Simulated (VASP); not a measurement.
Set up this calculation in VASP 6.6.1, as the native input.

| Property | Result |
| --- | --- |
| Task | relaxation of cell and atoms |
| Functional | r2SCAN |
| Potentials or basis | VASP PAW PBE potentials, release 64 (Sn_d, O) |
| Cutoff | 600 eV |
| k mesh | 6 × 6 × 8 |
| Occupations | gaussian, width 0.03 eV |
| Spin | no spin polarisation |
| Further INCAR settings | ALGO = Normal; EDIFF = 1e-07; IBRION = 2; EDIFFG = -0.005; NSW = 90; ISIF = 3 |

The structure of SnO2 (Cassiterite) lies in POSCAR:

```
SnO2                                    
1.0
    4.7632235969      0.0000000000      0.0000000000
   -0.0000000000      4.7632235969      0.0000000000
    0.0000000000      0.0000000000      3.2085406132
  Sn              O             
     2     4
Direct
     1.0000000000000000    1.0000000000000000    1.0000000000000000
     0.5000000000000000    0.5000000000000000    0.5000000000000000
     0.3059106243141876    0.3059106243141876    1.0000000000000000
     0.1940893756858124    0.8059106243141876    0.5000000000000000
     0.6940893756858124    0.6940893756858124    0.0000000000000000
     0.8059106243141876    0.1940893756858124    0.5000000000000000
```

These files were run (other wordings do the same):

INCAR

```
SYSTEM = SnO2
PREC = Accurate
ENCUT = 600
EDIFF = 1E-7
ISMEAR = 0
SIGMA = 0.03
LREAL = .FALSE.
LASPH = .TRUE.
NELM = 80
ALGO = Normal
ISIF = 3
LWAVE = .FALSE.
LCHARG = .FALSE.
METAGGA = R2SCAN
LMIXTAU = .TRUE.
IBRION = 2
NSW = 90
EDIFFG = -0.005
KPAR = 2
```

KPOINTS

```
Automatic mesh
0
G
  6 6 8
  0 0 0
```

Potentials or basis: VASP PAW PBE potentials, release 64 (Sn_d, O).

Launch:

```bash
$ cat potpaw_PBE.64/Sn_d/POTCAR potpaw_PBE.64/O/POTCAR > POTCAR
$ mpirun -np 2 vasp_std > vasp.out
```

It gave:

The relaxed volume is 12.13 Å³/atom. The relaxed cell is a = 4.764 Å, b = 4.764 Å, c = 3.208 Å, α = 90.00°, β = 90.00°, γ = 90.00° and the space group after relaxing (to 0.05 Å) is P4_2/mnm (No. 136). The energy gained by relaxing is 0.0 meV/atom and the ionic steps are 2. The pressure after relaxing is 0.0 GPa. The band gap on the k mesh is 1.74 eV, direct.

Caveat: the PAW data sets were made with another functional, which shifts forces and pressure a little; spin-orbit coupling is left out, which moves the levels of the heavy elements.

Wall time 6 min on 2 MPI ranks on Intel(R) Xeon(R) Platinum 8559C (Emerald Rapids), on a shared host, peak memory 0.28 GiB a rank.
